Tightening a tolerance from 0.1 to $10^{-8}$ makes the demand ten million times stricter, and it seems natural that the work should grow out of all proportion. It seems just as natural that each tenfold tightening should make the answer ten times better. For a crystal of aluminium treated with a standard density functional, the first expectation is far too gloomy. The second is roughly right over many decades, but it can fail badly for a single tightening.

Three sizes are worth remembering for this crystal. Each factor of ten in tolerance costs a little more than one extra step of the self-consistency cycle. Down to a tolerance of $10^{-5}$, the pressure is unsettled by roughly 14 GPa times the tolerance, so a tolerance of 0.0001 leaves an error of the order of 0.001 GPa. The whole range, from the loosest setting to the tightest, multiplies the work by only about six.

Fcc aluminium (one-atom cell, fixed at 16.60 Å³) computed with DFTK 0.8.2, using non-spin-polarised PBE and PseudoDojo norm-conserving scalar-relativistic potentials (v0.5, standard). All runs use a 544 eV plane-wave cutoff, a 7×7×7 k mesh and Fermi-Dirac smearing of 0.1 eV. Energies are free energies, and the sweep value is the self-consistency tolerance.

```
sweep value  energy less tightest (meV/atom)  pressure (GPa)  scf iterations
        0.1                            3.070          -2.459               1
       0.01                            0.030          -1.082               3
      0.001                            0.030          -1.081               3
     0.0001                            0.000          -1.046               4
       1e-5                            0.000          -1.045               6
       1e-6                            0.000          -1.045               8
       1e-8                            0.000          -1.045               9
```

The sweep value is the tolerance, called $\tau$ below, and scf iterations is the number $n$ of self-consistency steps taken before the run stopped. The column energy less tightest is counted from the run with the strictest tolerance, and errors in pressure are counted from that run too. Two further results, not shown in the table, are zero in every row. The gap is zero because aluminium is a metal. The force is zero because the single atom sits at a centre of symmetry, so a vanishing force is no sign here that a run has converged.

### Why each step buys a fixed factor

The electrons move in a potential that depends on their own density. The calculation therefore starts from a guessed density, solves for the electrons in the potential that it produces, and obtains a new density. If the two agree, the problem is solved. If they differ, the old and new densities are combined into a better guess and the cycle is repeated, until the mismatch falls below the tolerance.

Close to the solution, everything responds in proportion. A density that is slightly wrong gives a potential that is slightly wrong, and this returns a density whose error is proportional to the first. Halving the error that goes in halves the error that comes out. Each step therefore leaves behind roughly the same fraction of the mismatch, however small the mismatch has already become.

This is why a strict tolerance is cheap. The cycle gains digits at a steady rate, and seven more digits need seven times as many steps as one more digit, not ten million times as many. The work follows the steps. Counted as applications of the Hamiltonian to trial orbitals, which are the main labour of such a calculation, it rises from 869 at the loosest tolerance to 5155 at the tightest, or on average about 540 for each added step. The first step costs more than this average, which is why nine times as many steps make only about six times the work.

### The rule for the number of steps

Let each step divide the mismatch by a factor $q$. If the mismatch begins near one, in the units in which the tolerance is expressed, then after $n$ steps it is $q^{-n}$. The run stops when this reaches $\tau$, which gives

$$
n \approx c\,\log_{10}\frac{1}{\tau}, \qquad c = \frac{1}{\log_{10} q}.
$$

The logarithm simply counts the decades of tolerance: three for 0.001, five for $10^{-5}$. A least-squares fit of this one constant to all seven rows gives $c = 1.17$ steps per decade, which corresponds to $q \approx 7$. Setting the initial mismatch to one is a convenience that keeps the rule short; it is not a law about starting densities.

A different kind of cycle would behave quite differently. Newton's method, once close to the solution, doubles the number of correct digits at every step, so going from $10^{-4}$ to $10^{-8}$ would cost about one step more. The table shows five more, from 4 to 9. The cycle used here gains digits by addition, not by doubling.

### The rule for the pressure

Pressure is the response of the energy to a change of volume, and it is evaluated with whatever orbitals and density the run has reached when it stops. In theory, a small error in these shifts the pressure in direct proportion. If the remaining mismatch is about as large as the tolerance, the error in pressure $\Delta p$ should then be proportional to the tolerance as well:

$$
|\Delta p| \approx A\,\tau .
$$

One row is enough to set the scale $A$. At $\tau = 0.1$ the pressure is $-2.459$ GPa, against $-1.045$ GPa in the tightest run. The difference is 1.41 GPa, and dividing it by 0.1 gives $A \approx 14$ GPa. The other rows are then free to test the rule.

To see what such an error means in practice, compare it with the stiffness of aluminium, whose bulk modulus is recalled here only as a rough 80 GPa. An error of 1.4 GPa then corresponds to a volume wrong by nearly 2 per cent. An error of 0.04 GPa corresponds to about 0.05 per cent. The first would spoil a calculated lattice constant, while the second would hardly be noticed.

### Two rows worked by hand

Take $\tau = 10^{-5}$ first. There are five decades, so the rule gives $n \approx 1.17 \times 5 = 5.9$, and the run took 6 steps. This row was one of the seven in the fit of $c$, so the agreement shows that the rule describes the row, not that it foresaw it.

The pressure at this tolerance is a real test, because only the loosest row set the scale. The estimate is $14\ \text{GPa} \times 10^{-5} = 0.00014$ GPa. The table's three decimals are too coarse to check this, but the same runs recorded the pressure to more digits, and these give an error of 0.00003 GPa. The estimate is about five times too large, which is an error on the safe side.

Now take $\tau = 0.001$, where the pressure rule errs on the other side. Three decades give $n \approx 3.5$, and the run took 3 steps. The estimated pressure error is $14\ \text{GPa} \times 0.001 = 0.014$ GPa, whereas the table gives $1.081 - 1.045 = 0.036$ GPa. Here the rule is too optimistic, by a factor of about two and a half.

### How good the rules are

Rounded to a whole number, the step rule is within one step of the computed count in every row. No proportional rule could match every row, because the count rises by two steps from 0.1 to 0.01 and then not at all from 0.01 to 0.001. For planning a long series of calculations it is ample.

The pressure rule is coarser. From $\tau = 0.01$ to $10^{-5}$ its estimates lie between 0.4 and 5.4 times the computed error. Over the same rows the error itself falls by a factor of more than a thousand, so over this range the rule finds the right order of magnitude but not the digit. At $\tau = 10^{-6}$ it fits badly. The estimate is 0.000014 GPa, but the pressures recorded to more digits give an error of only about 0.000001 GPa, so the rule is about 15 times too large, though again on the safe side. The run at $10^{-8}$ is the reference and cannot test the rule.

The two rows with three steps deserve a closer look. The runs at 0.01 and 0.001 both stopped after three steps, and their pressures differ by only 0.001 GPa. The third step evidently carried the mismatch well past 0.01, far enough to satisfy the stricter demand too. The tenfold tightening therefore bought no extra step and hardly any accuracy, because accuracy comes from the steps taken and not from the tolerance requested. This explains why the estimate is too large at 0.01, but not why it is too small at 0.001. There the mismatch did meet the tolerance, and the pressure was still off by more than the rule says, so the scale $A$ is too small for that row. Perhaps the loosest run stopped with a mismatch well below 0.1, in which case dividing by 0.1 made $A$ too small; the records used here do not give the mismatches themselves.

Nor is the gain per step as even as the picture suggests. The pressure error falls about sixfold per step between the first step and the third, and again between the fourth and the sixth, close to the factor of seven from the step count. Between the third step and the fourth, however, it falls about fortyfold. The later steps keep this gain, which speaks against a chance cancellation at the fourth step alone. That step also took about 850 applications of the Hamiltonian, against a little over 400 per step on either side. The orbitals within a step are themselves found only approximately, so a more thorough solution at the fourth step may be the cause, though these runs do not prove it.

A cautious user can allow for this unevenness by tripling the estimate, to about 40 GPa times the tolerance. This covers every row of the table, though the margin was chosen with the table in view. Suppose that the pressure must be settled to 0.1 GPa. The cautious rule asks for a tolerance of about 0.0025, and the next stricter round value, 0.001, meets the demand after three steps.

### Why the energy needs its own judgement

The energy makes a loose run look better than it is. At $\tau = 0.1$ it is only 3 meV per atom too high, which many purposes would tolerate, while the pressure is off by more than 1 GPa. The correct orbitals minimise the energy, and near a minimum a small displacement changes the energy very little. The pressure has no such protection.

Theory goes further and says that the energy error should shrink as the square of the error in the orbitals. It is tempting to turn this into a third rule, but the table warns against it. From $\tau = 0.1$ to 0.01 the pressure error falls by a factor of 38, whose square is about 1400, yet the energy error falls only about a hundredfold. Perhaps the state reached after a single step is still too far from the minimum for the law of small errors to hold. Or the pressure, in which errors of opposite sign can cancel, fell faster than the errors in the orbitals themselves. These runs cannot decide.

### Where the rules stop

Both rules rest on the response of this one small cell. In a long metallic cell, a ripple of charge with a long wavelength produces a large change in potential, and the electrons can overshoot from one step to the next. Unless the mixing of old and new densities damps this sloshing, each step removes a smaller share of the error. The count should still grow in proportion to the decades, but with a larger constant. Two runs whose tolerances lie several decades apart would give a rough value for it; neighbouring tolerances would not, as the equal counts at 0.01 and 0.001 show.

The tolerance also controls only one kind of error. The pressure settles at $-1.045$ GPa and stays there, because the crystal was held at a fixed volume that is not the equilibrium volume for these settings. The mesh of k-points, which is coarse for aluminium, and the plane-wave cutoff may contribute as well. A tighter tolerance gives more digits of the answer to the problem as it was set, and once those digits have settled, further effort belongs to the volume, the mesh and the cutoff.
